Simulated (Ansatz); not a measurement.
GaAs: relaxation of cell and atoms

Computed with DFT, PBE, PAW with Ansatz's default frozen-core files, scalar-relativistic in Ansatz 0.2.0.

Command: `ansatz run input.yaml --threads 1 --pin off --max-ram 2048MiB --backend cpu --events-out ev --progress --plain --runs-dir out` The run took 25 s on 1 thread of AMD EPYC 9R45 96-Core Processor (Zen 5) (shared host), peak memory 0.46 GiB.

```yaml
crystal:
  lattice:
    - [3.3138433904, 0.0, 0.0]
    - [-1.6569216952, 2.8698725602, 0.0]
    - [0.0, 0.0, 3.2475665225]
  atoms:
    - { symbol: Ga, position: [0.0, 0.0, 0.0] }
    - { symbol: As, position: [0.3333333333, 0.6666666667, 0.5] }
kpoints:
  mp_grid: { grid: [13, 13, 11] }
scf:
  occupations: { method: fermi_dirac, width: 0.05 }
hamiltonian:
  xc: pbe
  pseudopotentials: { kind: paw }
output:
  forces: true
  stress: true
relax:
  f_tol: 0.005
  max_steps: 80
  cell: {}
```

The cell is built from the WC type as a first guess.

The cutoff is 420 eV; energies and pressures of the walk include the program's estimate of the Pulay term.

Each frame lists the cell vectors (Å), then Cartesian positions (Å); symmetry keeps all forces zero. Free energies count from the first step, -8638.3010 eV.

The walk took 11 evaluations in all; steps that aren't listed are left out.

Step 1: E = 0.0 meV, P = 30.48 GPa

```
cell 3.3138 0.0000 0.0000 -1.6569 2.8699 0.0000 0.0000 0.0000 3.2476
Ga    0.0000    0.0000    0.0000
As    0.0000    1.9132    1.6238
```

Step 2: E = -542.9 meV, P = 10.91 GPa

```
cell 3.4752 0.0000 0.0000 -1.7376 3.0096 0.0000 0.0000 0.0000 3.3782
Ga    0.0000    0.0000    0.0000
As    0.0000    2.0064    1.6891
```

Step 3: E = -682.7 meV, P = 3.00 GPa

```
cell 3.6228 0.0000 0.0000 -1.8114 3.1374 0.0000 0.0000 0.0000 3.3947
Ga    0.0000    0.0000    0.0000
As    0.0000    2.0916    1.6973
```

Step 4:

```
cell 3.7338 0.0000 0.0000 -1.8669 3.2336 0.0000 0.0000 0.0000 3.3346
Ga    0.0000    0.0000    0.0000
As    0.0000    2.1557    1.6673
```

Step 5: E = -707.1 meV, P = -0.15 GPa

```
cell 3.7750 0.0000 0.0000 -1.8875 3.2693 0.0000 0.0000 0.0000 3.2883
Ga    0.0000    0.0000    0.0000
As    0.0000    2.1795    1.6442
```

Step 6: E = -707.2 meV, P = -0.03 GPa

```
cell 3.7720 0.0000 0.0000 -1.8860 3.2666 0.0000 0.0000 0.0000 3.2881
Ga    0.0000    0.0000    0.0000
As    0.0000    2.1778    1.6440
```

Step 7: E = -724.5 meV, P = 0.79 GPa (the cell of the step before, solved again on a basis chosen afresh, hence the jump)

Step 8: E = -728.5 meV, P = 0.50 GPa

```
cell 3.8216 0.0000 0.0000 -1.9108 3.3096 0.0000 0.0000 0.0000 3.2414
Ga    0.0000    0.0000    0.0000
As    0.0000    2.2064    1.6207
```

Q: Give the energy, pressure of step 4.

A: E = -705.0 meV, P = 0.23 GPa
```
Ga    0.0000    0.0000    0.0000
As    0.0000    2.1557    1.6673
```

Q: How does the relaxation end?

A: It converges, with a = 3.840 Å, b = 3.840 Å, c = 3.240 Å, α = 90.00°, β = 90.00°, γ = 120.00° (conventional cell, space group P-6m2). The last solve (on a basis chosen afresh for the final cell, so its energy is not quite comparable) gives E = -729.2 meV, P = -0.01 GPa:
```
cell 3.8404 0.0000 0.0000 -1.9202 3.3259 0.0000 0.0000 0.0000 3.2403
Ga    0.0000    0.0000    0.0000
As    0.0000    2.2173    1.6201
```
